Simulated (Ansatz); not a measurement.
**How far is this ZnS from the hull?**

All numbers below come from Ansatz, DFT PBE, scalar-relativistic, plane waves, PAW. Settings: cutoff 420 eV, Γ-centred meshes spaced at most about 0.3 Å⁻¹ (2π included), Gaussian smearing. No spin polarisation.

Energies over the elements count from the elements' standard structures at the same level, with no fitted energy shifts.

All energies are static (0 K, no zero-point motion). The reference form of S is held partly by dispersion forces, which this level lacks.

The competitors are the elements and 1 reference phase of this chemical system (from databases or known types: ZnS), relaxed at the same level; other known phases may be missing.

The candidate was reached from: 4-connected net, two elements alternating.

```
Zn S
1.0
     6.60714    0.00000    0.00000
     0.00000    6.60714    0.00000
     0.00000    0.00000    3.64558
Zn S
4 4
Direct
  0.66904 0.66904 0.50000
  0.16904 0.83096 0.25000
  0.33096 0.33096 0.00000
  0.83096 0.16904 0.75000
  0.83100 0.83100 0.00000
  0.33100 0.66900 0.75000
  0.16900 0.16900 0.50000
  0.66900 0.33100 0.25000
```

Q: Is it stable, and against what?

A: Not the lowest form: another structure of the same formula lies lower. Its formation energy is -0.617 eV/atom. The lowest competing phase at this composition is this:

```csv
phase,space group,source,share of atoms,ΔE_f (eV/atom)
ZnS,F-43m (No. 216),COD,1.0000,-0.822
```

The candidate lies 0.20 eV/atom above this phase. The candidate matches no cell in the subsets of the Crystallography Open Database and the Materials Project at hand. A phase this far over the hull is unlikely to be made. Checks: no imaginary mode on a 1×1×2 q mesh.
